A crystal held in a cell 1 % too short in each direction has 3 % too little volume, and it pushes outwards with about 3 % of its bulk modulus. In stiff AlN that is about 5.6 GPa, in soft CdTe only about 1.2 GPa. A clamped spring behaves the same way: the force on the clamp, divided by the stiffness, tells how far the spring would move if released. The comparison holds for small shifts only, because a crystal stiffens as it is compressed and an ideal spring does not.

Pressures of zincblende crystals (space group F-43m) in fixed cells relaxed beforehand with r2SCAN; a positive pressure means compression. VASP 6.6.1, DFT with plane waves and PAW datasets, cutoff 520 eV, no spin polarisation. The k meshes listed are those of the runs without exact exchange; HSE06 used coarser ones.

```
formula  element on site A  Z A  element on site B  Z B  volume per atom (Å³)  shortest distance (Å)  smearing width    k mesh  pressure, LDA (GPa)  pressure, PBE (GPa)  pressure, PBEsol (GPa)  pressure, r2SCAN (GPa)  pressure, HSE06 (GPa)
    AlN                 Al   13                  N    7                 10.43                  1.892         0.01 eV  10×10×10                -3.27                 4.34                    1.08                   -0.38                  -0.80
    ZnS                 Zn   30                  S   16                 19.55                  2.333         0.01 eV     8×8×8                -3.76                 2.45                   -1.14                    0.07                   1.65
   ZnSe                 Zn   30                 Se   34                 22.72                  2.453         0.01 eV     8×8×8                -3.01                 2.44                   -0.78                    0.11                   1.26
    GaN                 Ga   31                  N    7                 11.38                  1.948         0.01 eV  10×10×10                -4.44                 6.25                   -0.19                    1.22                  -0.13
    GaP                 Ga   31                  P   15                 20.24                  2.360         0.01 eV     8×8×8                -2.65                 2.47                   -0.66                   -0.03                   0.55
   GaAs                 Ga   31                 As   33                 22.74                  2.454         0.01 eV     8×8×8                -2.06                 2.96                   -0.13                    0.12                   0.48
   GaSb                 Ga   31                 Sb   51                 28.82                  2.655         0.02 eV     8×8×8                -1.88                 2.06                   -0.39                    0.10                    n/a
   CdTe                 Cd   48                 Te   52                 35.29                  2.841         0.01 eV     6×6×6                -2.52                 1.12                   -1.09                    0.07                   0.25
    InP                 In   49                  P   15                 25.77                  2.558         0.01 eV     8×8×8                -2.67                 1.60                   -0.98                   -0.11                  -0.30
   HgTe                 Hg   80                 Te   52                 35.59                  2.849         0.02 eV     6×6×6                -2.40                 1.33                   -1.07                    0.02                   0.10
```

Each row holds one cell fixed and asks every functional what it would do with it. A positive pressure means that the functional wants a larger cell, a negative one a smaller cell. LDA is negative and PBE positive in all ten rows, the familiar overbinding and underbinding. The cells were relaxed with r2SCAN, so its small pressures are built in and are no mark of accuracy. What the table measures is each level's distance from r2SCAN. Some labels do not hold for every column: HSE06, which includes screened exact exchange, ran on coarser meshes than those listed, and PBE used a smearing of 0.02 eV in every row.

The cause of the step from LDA to PBE is argued from theory. PBE lowers the energy where the electron density is uneven, as it is in the thin regions between atoms. Compression fills these regions and evens out the density there, so part of that gain is lost. The pressures alone cannot tell which regions count most. PBE therefore resists compression more than LDA does. If each per cent of compression costs the same extra energy per atom in PBE, compared with LDA, in every crystal of this structure, the pressure step must vary as one over the volume:

$$P_\mathrm{PBE}-P_\mathrm{LDA}\approx \frac{c}{V}$$

Here $P$ is the pressure, $V$ the volume per atom and $c$ a constant energy. A fit to the nine rows whose cation has a filled d shell among the valence electrons gives $c=0.74$ eV per atom. Its typical miss is 0.35 GPa, about half that of a rule that gives every crystal the same strain. The output printed below compares the two. The misses follow a pattern: all four II–VI compounds lie above the fit, and all III–V compounds except GaN lie below it. So $c$ is only roughly constant and depends somewhat on the kind of compound.

**AlN** is the exception. It was kept out of the fit because its cation has no such d shell, and the formula predicts a step of 11.4 GPa where the calculation gives 7.6 GPa. It is also the only row in which PBEsol wants a larger cell than r2SCAN. The absent d shell may be the reason, but with a single row of this kind that remains a guess.

**ZnS and ZnSe** show the usual order. PBEsol has a weaker gradient term in its exchange than PBE, and in the nine d-shell rows it lies about two fifths of the way from LDA to PBE. In these two sulphide and selenide rows it would shorten the r2SCAN lattice parameter by about 0.5 %, against 1.6 % for LDA. HSE06 seems to want a cell some 0.6 % longer. All nine HSE06 runs converged without warnings. Tests by the data makers on other systems do call for caution with HSE06 stresses when the exchange thresholds are loose. The size of that effect was not measured for these crystals, so small HSE06 pressures should not be used to rank it.

**The gallium compounds** begin with a trap. GaN has a PBEsol pressure of only −0.19 GPa, which looks like agreement, but r2SCAN itself still shows +1.22 GPa in that cell. The distance between the two is therefore −0.19 − 1.22 = −1.41 GPa. GaN also has the largest PBE pressure of the table, yet the lattice shift behind it is an ordinary 1.0 %, because the crystal is stiff.

GaAs, which was part of the fit, serves as a worked case. Its volume of 22.74 Å³ per atom gives $0.74/22.74=0.0325$ eV/Å³, or 5.2 GPa, against a calculated step of 5.0 GPa. The bulk modulus $B$ follows from the bond length $d$ (in Å) by Cohen's empirical relation,

$$B\approx\frac{1971-220\lambda}{d^{3.5}}\ \text{GPa},$$

with $\lambda=1$ for III–V and 2 for II–VI compounds. It gives 76 GPa, so LDA and PBE differ by $5.2/(3\times 76)\approx 2.3$ % in the lattice parameter. The relation agrees with rough recalled moduli to about 15 %, and the lattice shifts are no more certain than that.

A wrong cell also shifts the band gap. Relaxing GaAs with PBE would stretch the lattice by about 1.3 % and lower the gap by roughly 0.3 eV, if a rough recalled deformation potential of −8 eV is used. In the fixed r2SCAN cell, the same runs give a gap of 0.47 eV with PBE and nearly three times as much with HSE06. The choice of cell thus costs about a third as much as the choice of functional for the gap, and the two PBE errors add.

**CdTe, InP and HgTe** close the table. InP behaves like the gallium compounds, and all five of its runs used the same cell. In the two tellurides small pressures hide large shifts: they have the smallest steps between LDA and PBE, under 4 GPa, but by this estimate the largest in the lattice parameter, about 3 %. The modulus falls faster with bond length than the pressure step does, and it is lower again for II–VI compounds. A II–VI compound with long bonds should therefore react most to the choice of functional. Bond length alone matters little, as the similar shifts of the four gallium compounds show. In CdTe even PBEsol is about 1 % from r2SCAN, roughly as far as PBE but on the other side.

When one crystal is grown on another, the mismatch between the two lattices counts, and there errors may cancel. For CdTe on HgTe, LDA shifts both lattices by about 2 % but their mismatch by much less. For ZnSe on GaAs, which joins a II–VI to a III–V compound, LDA changes the mismatch by about 0.6 percentage points and would wrongly put the film under tension.

The r2SCAN cells have their own limits. Against measured lattices, as roughly recalled, they are too long by one to two per cent in CdTe and HgTe, so there the shorter PBEsol cells lie closer to measurement and the PBE cells further off. The r2SCAN cells also make ZnSe and GaAs equal to within a few hundredths of a per cent, and CdTe 0.3 % shorter than HgTe. The measured lattices, as roughly recalled, have ZnSe and CdTe the longer partner, each by about 0.3 %. Spin–orbit coupling and thermal expansion are left out of the calculation. Thermal expansion cannot explain the overlong tellurides, since it would lengthen their cells further. A mismatch of a few tenths of a per cent should be taken from measurement, whichever functional is at hand.

The choice of level then follows from the accuracy needed, judged from the table together with roughly recalled measured lattices:

- **Lattice parameter to about 2 %:** LDA is enough, and so is PBE outside the two tellurides CdTe and HgTe.
- **Lattice parameter to better than 1 %:** outside the two tellurides, r2SCAN and PBEsol both serve and lie within about half a per cent of each other. For the tellurides PBEsol is the safer choice.
- **Band gap:** relax the cell with r2SCAN, or with PBEsol for the tellurides, then run HSE06 once in that fixed cell, with spin–orbit coupling if heavy elements are present. Even HSE06 tends to fall short of the measured gap in wide-gap compounds such as ZnS.

The last recipe also saves effort. LDA, PBE and PBEsol cost about the same and r2SCAN somewhat more, all growing with the number of k points. Exact exchange in HSE06 runs over pairs of k points, and a full 8×8×8 mesh has 5.6 times as many pairs as a 6×6×6 mesh. One hybrid run at a fixed cell is affordable where a full hybrid relaxation may not be.

Output of the analysis:

```
Steps and estimated lattice shifts against r2SCAN:
   row  modulus GPa  PBE-LDA GPa  step x volume eV/atom  PBEsol place from LDA 0 to PBE 1    LDA %   PBE %  PBEsol %   HSE06 %
   AlN          188         7.61                 0.4954                            0.5716  -0.5125  0.8371    0.2589  -0.07448
   ZnS        78.94         6.21                 0.7578                            0.4219   -1.617   1.005    -0.511    0.6672
  ZnSe        66.23         5.45                 0.7728                            0.4092    -1.57   1.173    -0.448    0.5788
   GaN        169.7        10.69                 0.7593                            0.3976   -1.112  0.9879   -0.2769   -0.2651
   GaP        86.71         5.12                 0.6468                            0.3887   -1.007   0.961   -0.2422     0.223
  GaAs        75.64         5.02                 0.7125                            0.3845  -0.9607   1.252   -0.1102    0.1587
  GaSb        57.42         3.94                 0.7087                            0.3782   -1.149   1.138   -0.2845       n/a
  CdTe        39.61         3.64                 0.8018                            0.3929   -2.179  0.8836   -0.9761    0.1515
   InP        65.41         4.27                 0.6868                            0.3958   -1.305  0.8714   -0.4434  -0.09683
  HgTe        39.22         3.73                 0.8286                            0.3566   -2.057   1.113   -0.9263   0.06799
largest relative gap between estimated and recalled bulk modulus (%): 15.14
mean size of lattice shift, LDA against r2SCAN (%): 1.347
mean size of lattice shift, PBE against r2SCAN (%): 1.022
mean size of lattice shift, PBEsol against r2SCAN (%): 0.4477
median place of PBEsol between LDA and PBE, nine rows with d shell: 0.3929
fit of step on 9 rows (nel > 10): coefficient of invv 0.7391 +/- 0.016; rms 0.351, worst GaP 0.73, leave-one-out rms 0.401
  rows outside the fit (model, value, miss): AlN 11.35, 7.61, 3.74
fit of step on 9 rows (nel > 10): coefficient of bmod 0.06765 +/- 0.0031; rms 0.745, worst HgTe -1.08, leave-one-out rms 0.886
  rows outside the fit (model, value, miss): AlN 12.72, 7.61, 5.11
mismatch of ZnSe on GaAs in the tabulated cells (%): -0.02933
change of that mismatch in LDA (percentage points): -0.6096
change of that mismatch in PBEsol (percentage points): -0.3378
change of that mismatch in PBE (percentage points): -0.07888
mismatch of CdTe on HgTe in the tabulated cells (%): -0.2818
change of that mismatch in LDA, CdTe on HgTe (percentage points): -0.1229
change of that mismatch in PBE, CdTe on HgTe (percentage points): -0.2297
rough shift of the GaAs gap from the r2SCAN cell to the PBE cell (eV): -0.3004
pairs of k points, full 8x8x8 mesh over full 6x6x6 mesh (ratio): 5.619
```
